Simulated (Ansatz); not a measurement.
# AlCo: the cost of one run

Computed with Ansatz 0.2.0 (DFT PBE, scalar-relativistic, plane waves, PAW, unless a step's input says otherwise).

**1. The structure to begin with**

The structure is hexagonal, space group P6_3/mmc (No. 194). Conventional cell: a = 3.675 Å, b = 3.675 Å, c = 4.343 Å, α = 90.00°, β = 90.00°, γ = 120.00°. Al (site symmetry -6m2) is surrounded by 6 Co at 2.38 Å. Co (site symmetry -3m) is surrounded by 2 Co at 2.17 Å and 6 Al at 2.38 Å.

Structure file:

```cif
data_structure
_symmetry_space_group_name_H-M 'P 1'
_symmetry_Int_Tables_number 1
_cell_length_a 3.6751
_cell_length_b 3.6751
_cell_length_c 4.3430
_cell_angle_alpha 90.000
_cell_angle_beta 90.000
_cell_angle_gamma 120.000
_cell_volume 50.80
loop_
_atom_site_label
_atom_site_type_symbol
_atom_site_fract_x
_atom_site_fract_y
_atom_site_fract_z
_atom_site_occupancy
Al1 Al 0.33333 0.66667 0.25000 1
Al2 Al 0.66667 0.33333 0.75000 1
Co1 Co 0.00000 0.00000 0.50000 1
Co2 Co 0.00000 0.00000 0.00000 1
```

A structure generator made this guess: species swapped into a database cell of InCu (P6_3/mmc, No. 194), with Al on the In sites and Co on the Cu sites. Lengths come from tabulated atomic sizes and are only a guess.

**2. A first look at the guess**

The input, input.yaml:

```yaml
crystal:
  lattice:
    - [3.67512742, 0.0, 0.0]
    - [-1.83756371, 3.18275371, 0.0]
    - [0.0, 0.0, 4.34300528]
  atoms:
    - { symbol: Al, position: [0.33333333, 0.66666667, 0.25] }
    - { symbol: Al, position: [0.66666667, 0.33333333, 0.75] }
    - { symbol: Co, position: [0.0, 0.0, 0.5], spin: 3.0 }
    - { symbol: Co, position: [0.0, 0.0, 0.0], spin: 3.0 }
basis:
  ecutwfc: 420
kpoints:
  mp_grid: { grid: [6, 6, 4] }
hamiltonian:
  xc: pbe
scf:
  occupations: { method: gaussian, width: 0.1 }
  lower_state_search: "off"
output:
  forces: true
  stress: true
  eigenvalues: true
  populations: true
magnetization:
  spin_polarized: true
```

The run is started by

```bash
ansatz run input.yaml --threads 1 --pin off --max-ram 2560MiB --backend cpu --events-out ev --progress --plain --runs-dir out
```

**Question.** How long does this run take on 1 thread of Arm Neoverse V2, shared host, and how much memory does it need?

About 4.3 s, with a peak of 0.32 GiB.
